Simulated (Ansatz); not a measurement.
**Structures of TiAl$_{3}$: which is lowest?**

Plane-wave DFT in Ansatz with scalar-relativistic PAW potentials, cutoff 420 eV, Γ-centred meshes chosen by cell and gap, Gaussian smearing with energies taken to zero width. Every cell was relaxed (cell and atoms) in a run of its own, within the symmetry of its start. Functional: PBEsol.

Relaxed structures (starts from databases or built by putting these elements on another compound's sites):
A. Pm-3m, 4 atoms in the computed cell, a = 3.948 Å; sites (symmetry × multiplicity) Ti m-3m × 1, Al 4/mm.m × 3; start: database
B. I4/mmm, 4 atoms in the computed cell, a = 3.816 Å, c = 8.554 Å; sites (symmetry × multiplicity) Ti 4/mmm × 2, Al -4m2 × 4 + 4/mmm × 2; start: database

Task: Rank them by energy. Could pressure change the order?

Result:
```tsv
structure	group	E − E(lowest) (meV/atom)	V (Å³/atom)	gap on mesh (eV)
B	I4/mmm	0.0	15.57	0.00
A	Pm-3m	26.8	15.39	0.00
```

B is lowest, 27 meV/atom under A. The two lowest differ in volume by under 3 %, too little for a first-order estimate of what pressure does to that pair (other pairs aren't weighed here); with rigid cells even 3 % in favour of the higher one would need about 9 GPa. Other structures may lie lower than all of these, and vibrations aren't counted.